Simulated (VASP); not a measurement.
# PtSe2 (Sudovikovite) (P-3m1) in VASP: settings compared, part 2 of 2

VASP 6.6.1. The steps go on from the part before.

## 4. Band structure, TB-mBJ

File POSCAR:

```
PtSe2                                   
1.0
    3.7683257513      0.0000000000      0.0000000000
   -1.8841628756      3.2634658303      0.0000000000
   -0.0000000000     -0.0000000000      4.8198134677
  Pt              Se            
     1     2
Direct
     0.0000000000000000    0.0000000000000000    0.0000000000000000
     0.3333333332999970    0.6666666667000030    0.2665143349454959
     0.6666666667000030    0.3333333332999970    0.7334856650545041
```

File INCAR.step1:

```
SYSTEM = PtSe2
ALGO = Normal
EDIFF = 1E-5
ENCUT = 520
GGA = PE
ISIF = 2
ISMEAR = 0
KPAR = 2
LASPH = .TRUE.
LCHARG = .FALSE.
LMAXMIX = 4
LREAL = .FALSE.
LWAVE = .TRUE.
NBANDS = 18
NELM = 80
PREC = Accurate
SIGMA = 0.03
```

File INCAR.step2:

```
SYSTEM = PtSe2
ALGO = Normal
EDIFF = 1E-6
ENCUT = 520
ISIF = 2
ISMEAR = 0
ISTART = 1
KPAR = 2
LASPH = .TRUE.
LCHARG = .FALSE.
LMAXMIX = 4
LREAL = .FALSE.
LWAVE = .FALSE.
METAGGA = MBJ
NBANDS = 18
NELM = 80
PREC = Accurate
SIGMA = 0.03
```

File KPOINTS:

```
k-points
0
G
  9 9 5
  0 0 0
```

KPOINTS_OPT is that of step 3.

Potentials or basis: VASP PAW PBE potentials, release 64 (Pt, Se).

Run with:

```
$ cat potpaw_PBE.64/Pt/POTCAR potpaw_PBE.64/Se/POTCAR > POTCAR
$ cp INCAR.step1 INCAR
$ mpirun -np 2 vasp_std > vasp.out
$ cp INCAR.step2 INCAR
$ mpirun -np 2 vasp_std > vasp.out
```

OUTCAR:

```text
SYSTEM = PtSe2
   EDIFF = 1E-6
   ENCUT = 520
   ISIF = 2
   ISMEAR = 0
   ISTART = 1
   LASPH = .TRUE.
   LREAL = .FALSE.
   METAGGA = MBJ
   NELM = 80
   PREC = Accurate

 ion  position               nearest neighbor table
   1  0.000  0.000  0.000-   2 2.53   3 2.53   2 2.53   3 2.53   3 2.53   2 2.53
   2  0.333  0.667  0.267-   1 2.53   1 2.53   1 2.53
   3  0.667  0.333  0.733-   1 2.53   1 2.53   1 2.53

[... 700 lines left out ...]
------------------------ aborting loop because EDIFF is reached ----------------------------------------

  FORCE on cell =-STRESS in cart. coord.  units (eV):
  Direction    XX          YY          ZZ          XY          YZ          ZX
  --------------------------------------------------------------------------------------
  -------------------------------------------------------------------------------------
  Total       28.0706973     28.0706973     28.6324622      0.0000000      0.0000000     -0.0000000
  in kB      758.7628236    758.7628235    773.9475679      0.0000000      0.0000000     -0.0000000
  external PRESSURE =     763.8244050 kB  Pullay stress =       0.0000000 kB

 VOLUME and BASIS-vectors are now :
 -----------------------------------------------------------------------------
  energy-cutoff  :      520.00
  volume of cell :       59.27
      direct lattice vectors                 reciprocal lattice vectors
     3.768325751  0.000000000  0.000000000     0.265369840  0.153211348  0.000000000
    -1.884162876  3.263465830  0.000000000     0.000000000  0.306422697  0.000000000
     0.000000000  0.000000000  4.819813468     0.000000000  0.000000000  0.207476909

 POSITION                                       TOTAL-FORCE (eV/Angst)
 -----------------------------------------------------------------------------------
      0.00000      0.00000      0.00000        -0.000000      0.000000      0.000000
     -0.00000      2.17564      1.28455        -0.000000      0.000000      1.574243
      1.88416      1.08782      3.53526         0.000000     -0.000000     -1.574243
 -----------------------------------------------------------------------------------
    total drift:                                0.000000     -0.000000      0.000000

  FREE ENERGIE OF THE ION-ELECTRON SYSTEM (eV)
  ---------------------------------------------------
  free  energy   TOTEN  =      1227.6360358391 eV

  energy  without entropy=     1227.6367347808  energy(sigma->0) =     1227.63638531
```

OUTCAR.step1:

```text
SYSTEM = PtSe2
   EDIFF = 1E-5
   ENCUT = 520
   GGA = PE
   ISIF = 2
[... 732 lines left out ...]
      0.00000      0.00000      0.00000        -0.000000      0.000000     -0.000000
     -0.00000      2.17564      1.28455         0.000000     -0.000000     -0.025288
      1.88416      1.08782      3.53526        -0.000000      0.000000      0.025288
 -----------------------------------------------------------------------------------
    total drift:                                0.000000     -0.000000      0.000000

  FREE ENERGIE OF THE ION-ELECTRON SYSTEM (eV)
  ---------------------------------------------------
  free  energy   TOTEN  =       -14.1916338637 eV

  energy  without entropy=      -14.1908382353  energy(sigma->0) =      -14.19123605
```

OSZICAR.step1:

```text
N       E                     dE             d eps       ncg     rms          rms(c)
DAV:   1     0.107441682796E+03    0.10744E+03   -0.10011E+04  1824   0.108E+03
DAV:   2    -0.985312804437E+01   -0.11729E+03   -0.11331E+03  2164   0.208E+02
DAV:   3    -0.148827019138E+02   -0.50296E+01   -0.49887E+01  2154   0.426E+01
DAV:   4    -0.149199672185E+02   -0.37265E-01   -0.37247E-01  2258   0.406E+00
DAV:   5    -0.149203112773E+02   -0.34406E-03   -0.34404E-03  2176   0.380E-01    0.124E+01
DAV:   6    -0.144141354657E+02    0.50618E+00   -0.41226E+00  1870   0.181E+01    0.782E+00
DAV:   7    -0.142112290066E+02    0.20291E+00   -0.76645E-01  1862   0.860E+00    0.382E+00
DAV:   8    -0.141935799316E+02    0.17649E-01   -0.48264E-02  1972   0.152E+00    0.822E-01
DAV:   9    -0.141914970569E+02    0.20829E-02   -0.65407E-03  2010   0.763E-01    0.171E-01
DAV:  10    -0.141916403430E+02   -0.14329E-03   -0.10318E-03  2010   0.242E-01    0.476E-02
DAV:  11    -0.141916349292E+02    0.54137E-05   -0.10939E-04  2154   0.104E-01    0.177E-02
DAV:  12    -0.141916338637E+02    0.10655E-05   -0.20447E-05  1560   0.380E-02
   1 F= -.14191634E+02 E0= -.14191236E+02  d E =-.795628E-03
```

It took 2.6 min on 2 MPI ranks of AMD EPYC 9R14 (Zen 4), shared host; peak memory 0.22 GiB.

Results:

- Band gap along the path: none (metal or under the smearing width)

Levels at the corners of the path, in eV from the Fermi level:
| point | band 8 | band 9 | band 10 | band 11 | band 12 | band 13 | band 14 | band 15 |
| --- | --- | --- | --- | --- | --- | --- | --- | --- |
| Γ | -2.72 | -1.26 | -1.26 | 0.57 | 0.94 | 0.94 | 3.76 | 4.55 |
| M | -3.78 | -3.59 | -3.50 | -3.06 | 0.45 | 2.39 | 5.13 | 6.39 |
| M | -3.78 | -3.59 | -3.50 | -3.06 | 0.45 | 2.39 | 5.13 | 6.39 |
| K | -3.84 | -2.44 | -1.92 | -1.92 | -0.02 | -0.02 | 3.85 | 7.84 |
| K | -3.84 | -2.44 | -1.92 | -1.92 | -0.02 | -0.02 | 3.85 | 7.84 |
| Γ | -2.72 | -1.26 | -1.26 | 0.57 | 0.94 | 0.94 | 3.76 | 4.55 |
| Γ | -2.72 | -1.26 | -1.26 | 0.57 | 0.94 | 0.94 | 3.76 | 4.55 |
| A | -3.03 | -1.97 | -1.97 | -1.81 | 2.22 | 2.22 | 5.35 | 6.58 |
| A | -3.03 | -1.97 | -1.97 | -1.81 | 2.22 | 2.22 | 5.35 | 6.58 |
| L | -3.59 | -3.33 | -2.78 | -1.25 | 0.51 | 1.43 | 5.02 | 5.31 |
| L | -3.59 | -3.33 | -2.78 | -1.25 | 0.51 | 1.43 | 5.02 | 5.31 |
| H | -4.45 | -3.71 | -2.76 | -2.76 | 2.25 | 2.25 | 6.64 | 7.76 |
| H | -4.45 | -3.71 | -2.76 | -2.76 | 2.25 | 2.25 | 6.64 | 7.76 |
| A | -3.03 | -1.97 | -1.97 | -1.81 | 2.22 | 2.22 | 5.35 | 6.58 |
| L | -3.59 | -3.33 | -2.78 | -1.25 | 0.51 | 1.43 | 5.02 | 5.31 |
| M | -3.78 | -3.59 | -3.50 | -3.06 | 0.45 | 2.39 | 5.13 | 6.39 |
| K | -3.84 | -2.44 | -1.92 | -1.92 | -0.02 | -0.02 | 3.85 | 7.84 |
| H | -4.45 | -3.71 | -2.76 | -2.76 | 2.25 | 2.25 | 6.64 | 7.76 |

Caveat: the PAW data sets were made with another functional, which shifts forces and pressure a little; spin-orbit coupling is left out, which moves the levels of the heavy elements.

## 5. Overview

| level | spin | k mesh | pressure (GPa) | largest force (eV/Å) |
| --- | --- | --- | --- | --- |
| r2SCAN | off | 9 × 9 × 5 | 1.7 | 0.26 |
| PBE | SOC, no magnetisation | 6 × 6 × 4 | 4.3 | 0.03 |
| TB-mBJ | off | 9 × 9 × 5 | - | - |

Alike in all rows: task band structure; potentials or basis VASP PAW PBE potentials, release 64 (Pt, Se); cell as given; cutoff (eV) 520; smearing gaussian 0.03 eV.

Caveats: the PAW data sets were made with another functional, which shifts forces and pressure a little (some runs); spin-orbit coupling is left out, which moves the levels of the heavy elements (some runs).

Absolute energies hang on the potentials; compare differences alone.
